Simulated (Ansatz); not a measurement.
# Dielectric function and optical constants of AlN

What colour and refractive index does AlN have at this level of theory?

Main program and level: Ansatz 0.2.0; DFT, PBE, plane-wave PAW, default files, scalar-relativistic, independent-particle optical response without local fields.

### Step 1. The system as given

The structure is cubic, space group F-43m (No. 216). The conventional cell has a = 4.368 Å, b = 4.368 Å, c = 4.368 Å, α = 90.00°, β = 90.00°, γ = 90.00°. Nearest to Al lie 4 N at 1.89 Å. Nearest to N lie 4 Al at 1.89 Å. Farther neighbours, and contacts between anions beyond the nearest, are not listed.

### Step 2. Ground state and bands

The self-consistent density comes first; it also tells whether there is a gap, which decides the occupations and the need for a Drude term.

This step: DFT, PBE, plane-wave PAW, default files, scalar-relativistic, ground state (Ansatz 0.2.0).

Contents of input.yaml:

```yaml
crystal:
  lattice:
    - [0.0, 2.1839935596, 2.1839935596]
    - [2.1839935596, 0.0, 2.1839935596]
    - [2.1839935596, 2.1839935596, 0.0]
  atoms:
    - { symbol: Al, position: [0.0, 0.0, 0.0] }
    - { symbol: "N", position: [0.25, 0.25, 0.25] }
kpoints:
  mp_grid: { grid: [9, 9, 9] }
  band_path:
    path:
      - [[0.0, 0.0, 0.0], [0.5, 0.0, 0.5], [0.5, 0.25, 0.75], [0.375, 0.375, 0.75], [0.0, 0.0, 0.0], [0.5, 0.5, 0.5], [0.625, 0.25, 0.625], [0.5, 0.25, 0.75], [0.5, 0.5, 0.5], [0.375, 0.375, 0.75]]
      - [[0.625, 0.25, 0.625], [0.5, 0.0, 0.5]]
    npoints: 5
scf:
  occupations: { method: fermi_dirac, width: 0.05 }
  n_extra_bands: 6
hamiltonian:
  xc: pbe
  pseudopotentials: { kind: paw }
output:
  forces: true
  stress: true
  populations: true
  write_bands: true
```

On the command line:

```sh
$ ansatz run input.yaml --threads 4 --pin off --max-ram 8192MiB --backend cpu --events-out ev --progress --plain --runs-dir out
```

Log:

```text
scf.n_extra_bands = 6 over 4 filled bands (N_el = 8.0): the run solves 10 bands
Engine: ansatz 0.2.0, x86_64-unknown-linux-gnu
Pseudopotentials: kind: paw
Pseudopotential: Al, paw, valence charge 3, recommended cutoff 420 eV (normal), Al.paw.azcp
Pseudopotential: N, paw, valence charge 5, recommended cutoff 420 eV (normal), N.paw.azcp
Functional definition: PBE
  parameter kappa = 0.804
  parameter beta = 0.066725
  exchange = pbe_x(kappa = kappa, mu = beta*pi^2/3)
  correlation = pbe_c(beta = beta)
Crystal: 2 atoms, lattice volume = 20.835 Å³
Basis set: ecut = 420 eV, 411 PW (Γ), exchange–correlation on 48×48×48 points (8 copies of the dense FFT grid, shifted against one another)
Bands: 10, of which v1, the nominal top of the filled ones, is band 4 counted from 1 (3 counted from 0)
Symmetry: 24 space group operations
Space group: F-43m (ITA 216), of the structure as read, at distance tolerance 2.8e-5 Å
k-points: 35 of 729 (time reversal used)
Non-local potential: Al, projectors of the file, l = 0: 2, l = 1: 2, l = 2: 1
Non-local potential: N, projectors of the file, l = 0: 2, l = 1: 2, l = 2: 1
PAW form: soft (Blöchl's): semilocal exchange-correlation on the pseudo side does not see the compensation charge
PAW one-centre angular grid: Al, 110 points (default); XC on 64 Gauss nodes
PAW one-centre angular grid: N, 110 points (default); XC on 64 Gauss nodes
Initial density: superposition of atomic densities (neutral atoms: chi_scale 0, normalization atom), corrected by the library's trained network
Initial wavefunctions: pseudopotential atomic-orbital guess
Functional: x = pbe(κ = 0.804, μ = 0.219515), c = pbe(β = 0.066725)
SCF iter   1: F=—  HF=-924.203378 eV  |F-HF|=—  |Δ(HF+E_count)|=         —  Δρ=7.19e-4  dr2=3.34e-5  ethr=1.77e-3  ⟨swp⟩=4.8  Hψ=2259  notcnv=0  defer=1
preconditioner: auto → none  [insulator: Δε(μ)=3.511 eV  Ē_g=17.826 eV  σ=0.050 eV  W_gap=1.00  n_scr=0 (ndim 8)  ℏωp=23.0 eV  f_vac=0.000  D(μ)=0.00/eV (n_scr^D=0)  ε∞_Penn≈2.7]
SCF iter   2: F=—  HF=-924.203496 eV  |F-HF|=—  |Δ(HF+E_count)|=   1.18e-4  Δρ=3.40e-4  dr2=6.33e-6  ethr=4.18e-7  ⟨swp⟩=2.5  Hψ=766  notcnv=0  defer=8
SCF iter   3: F=—  HF=-924.203531 eV  |F-HF|=—  |Δ(HF+E_count)|=   3.57e-5  Δρ=6.04e-5  dr2=2.40e-7  ethr=7.92e-8  ⟨swp⟩=2.4  Hψ=433  notcnv=0  defer=8
iter 4 did not close the SCF: its close was put off for the readings that it lacked (scf_convergence_deferred on its scf_iter line)
SCF iter   4: F=-924.203532 eV  HF=-924.203532 eV  |F-HF|=2.09e-10  |Δ(HF+E_count)|=   8.06e-7  Δρ=1.11e-5  dr2=1.01e-8  ethr=3.00e-9  ⟨swp⟩=2.4  Hψ=439  notcnv=0  defer=8
iter 5 did not close the SCF: its close was put off for the readings that it lacked (scf_convergence_deferred on its scf_iter line)
SCF iter   5: F=-924.203532 eV  HF=-924.203532 eV  |F-HF|=2.07e-11  |Δ(HF+E_count)|=   2.25e-9  Δρ=2.24e-6  dr2=4.13e-10  ethr=1.26e-10  ⟨swp⟩=2.0  Hψ=415  notcnv=0  defer=8
SCF iter   6: F=-924.203532 eV  HF=-924.203532 eV  |F-HF|=9.09e-13  |Δ(HF+E_count)|=  7.14e-11  Δρ=2.40e-7  dr2=5.02e-12  ethr=5.16e-12  ⟨swp⟩=3.8  Hψ=1358  notcnv=0
SCF 1 converged in 6 iterations: F = -924.203532 eV  dr2 = 5.02e-12
  greatest PAW one-centre occupation: 0.788 electrons in one spin orbital (limit 2), on the N atom at site 1 (counted from 0), in its partial waves of l = 0
NSCF: frozen V_eff on 52 k-points
SCF converged after 6 iterations
Free energy (F): -924.203532 eV
Harris-Foulkes:  -924.203532 eV  (|F-HF|=9.09e-13)
Internal energy: -924.203532 eV  (E = F + TS)
E sigma→0 (E₀):  -924.203532 eV
Fermi energy:    8.749918 eV
--- Per-component energies (eV) ---
  E_band       = 15.387925
  E_kinetic    = 159.508566
  E_local      = -222.792933  (includes V_loc(G=0)·N_el)
  E_nonlocal   = 55.524881
  E_hartree    = 77.212365
  E_xc         = -101.852499
  E_vxc        = -107.979034  (∫ρ·V_xc dr)
  E_paw        = -595.200455  (= ΣΔE_a)
  E_vpaw       = -23.298370  (= ΣTr[D̂ρ^β])
  E_aug_tail   = 0.000098  (compensation charges beyond the density's cutoff)
  E_ewald      = -296.603555
  E_smearing   = -0.000000  (= −TS)
  E_closure    = 0.000000  (closes the sum)
  Σ components = -924.203532   (vs F -924.203532, Δ=0.00e0)
--- Forces (eV/Å), atoms counted from 1 ---
  atom   1  Al     0.00000000    -0.00000000    -0.00000000
  atom   2  N     -0.00000000     0.00000000    -0.00000000
  max |Σ_I F_I| component: 1.57e-16 eV/Å
--- Stress (GPa, compression-positive) ---
        4.863879       0.000000       0.000000
        0.000000       4.863879       0.000000
        0.000000       0.000000       4.863879
  P = ⅓ Tr σ = 4.8639 GPa (48.639 kbar)
--- Band table (eV; the first three rows and the last of 35) ---
  k-point 0: bands = ["-7.9970", "6.9707", "6.9707", "6.9707", "11.1569", "19.5523", "19.5523", "19.5523", "24.5715", "24.5715"]
  k-point 1: bands = ["-7.8170", "6.0016", "6.9082", "6.9082", "11.9428", "19.0826", "19.7036", "19.7036", "23.2128", "23.2128"]
  k-point 2: bands = ["-7.3124", "4.1816", "6.7586", "6.7586", "13.1715", "18.1737", "19.4867", "19.4867", "22.9523", "22.9523"]
  k-point 34: bands = ["-5.3252", "2.8876", "3.7234", "4.6424", "13.0225", "18.0338", "18.5633", "19.9168", "23.9678", "25.8466"]
--- Löwdin populations: 2 sites ---
  site symbol       q [e]
     0     Al      1.9247
     1      N      6.0148
  spilling = 0.007569 (of n_electrons = 8.000000)
```

The job ended after 4.7 s (4 threads of Intel Xeon Platinum 8488C (Sapphire Rapids), shared host; peak memory 0.34 GiB).

In the SCF lines HF is the Harris–Foulkes energy and dr2 the Hartree energy of the density residual, in eV; the loop may stop once dr2 is under the threshold and the program's other checks hold. Hψ counts applications of the Hamiltonian.

This step gave:

| Quantity | Value |
| --- | --- |
| free energy | -924.2035 eV |
| Fermi energy | 8.750 eV |
| gap by band count | 3.510 eV |
| electrons | 8 |
| symmetry operations | 24 |
| pressure | 4.864 GPa |
| gap on the k-mesh | 3.510 eV |
| volume | 20.83 Å³ |
| gap on the path | 3.326 eV |
| least direct gap on the path | 4.186 eV |

There is a gap, 3.33 eV on the path, so no carriers' term is needed. The cell is left with a pressure of 4.9 GPa, as it stands unrelaxed at this level.

Electronic bands along the path, in eV, zero at the Fermi level; v1 is the highest filled band, c1 the lowest empty one:

```
          point     v3     v2     v1    c1     c2     c3     c4
              Γ  -1.78  -1.78  -1.78  2.41  10.80  10.80  10.80
0.40 of the way  -3.98  -2.48  -2.48  4.34   9.03  10.11  11.80
              X  -6.67  -3.55  -3.55  1.55   6.84  12.18  13.94
0.40 of the way  -6.46  -3.96  -3.92  2.40   7.53  11.83  12.67
              W  -5.55  -5.21  -4.46  4.26   9.64  10.20  10.40
0.40 of the way  -5.81  -5.25  -3.95  3.99   8.90  10.76  10.96
              K  -6.03  -5.40  -3.14  3.39   8.33  11.30  12.38
0.40 of the way  -5.89  -3.85  -2.15  6.09   7.64   9.72  10.66
              Γ  -1.78  -1.78  -1.78  2.41  10.80  10.80  10.80
0.40 of the way  -4.19  -1.96  -1.96  4.20   9.61  10.86  10.86
              L  -7.62  -2.26  -2.26  5.60   8.08   9.37   9.37
0.40 of the way  -7.27  -3.30  -2.50  5.90   6.97  10.14  10.37
              U  -6.03  -5.40  -3.14  3.39   8.33  11.30  12.38
0.40 of the way  -5.93  -5.33  -3.56  3.72   8.58  11.07  11.45
              W  -5.55  -5.21  -4.46  4.26   9.64  10.20  10.40
0.60 of the way  -7.16  -3.52  -2.65  5.80   7.01  10.32  10.49
              L  -7.62  -2.26  -2.26  5.60   8.08   9.37   9.37
0.40 of the way  -7.27  -3.30  -2.50  5.90   6.97  10.14  10.37
              K  -6.03  -5.40  -3.14  3.39   8.33  11.30  12.38
      jump to U  -6.03  -5.40  -3.14  3.39   8.33  11.30  12.38
0.40 of the way  -6.43  -4.47  -3.40  2.40   7.58  11.81  13.27
              X  -6.67  -3.55  -3.55  1.55   6.84  12.18  13.94
```

The electronic bands as a text plot (rows in eV, shown from -7.6 to 7.5 only):

```
    7.2 |      ++ ++                       ++        +++ ++    ++
    6.6 |        +
    6.0 |                   ++             ++        +++ ++
    5.3 |                 ++          +++++             +
    4.7 |                     ++             +     ++      +
    4.1 |   +        +++             +        +  ++         +
    3.4 | ++ ++     +   ++      +              ++            +
    2.8 |                          ++                         +
    2.2 |+     ++  +             ++                            +
    1.5 |        ++                                             +
    0.9 |
    0.3 |
   -0.4 |
   -1.0 |
   -1.6 |*                    *******
   -2.2 | ***               **  *    ********          ****
   -2.9 | ** **          ***  ***  **        ***    ****   ***
   -3.5 |      ****     *                   *   *    **   *   ***
   -4.1 |   *      *****    **       *       *   * **      *   *
   -4.8 |            *    **  **              *   *         * *
   -5.4 |    **       ****                     *****         *
   -6.0 |      **   ** *******        **      ***  *        ***
   -6.7 |        ***                         *      *      *   **
   -7.3 |                               *****        ******
         Γ       X    W  K        Γ      L     U  W     L   K|U X
```

[end of part 1 of 2]

[Long decimals in the printed logs are rounded to 6 places.]

[Logs are printed without paths, hosts, clocks, repeated set-up lines and the standing remarks that a program may print on its own settings, such as how far it seeks lower states.]

[Hosts, paths, dates, database ids (printed as entryN), source tags and the programs' standing remarks are cut or masked in the printed files.]

[Where the starting crystal was built by hand or by swapping elements, it need not be the compound's stable phase.]

[The count of steps not shown may lack steps that the program refused or didn't finish.]
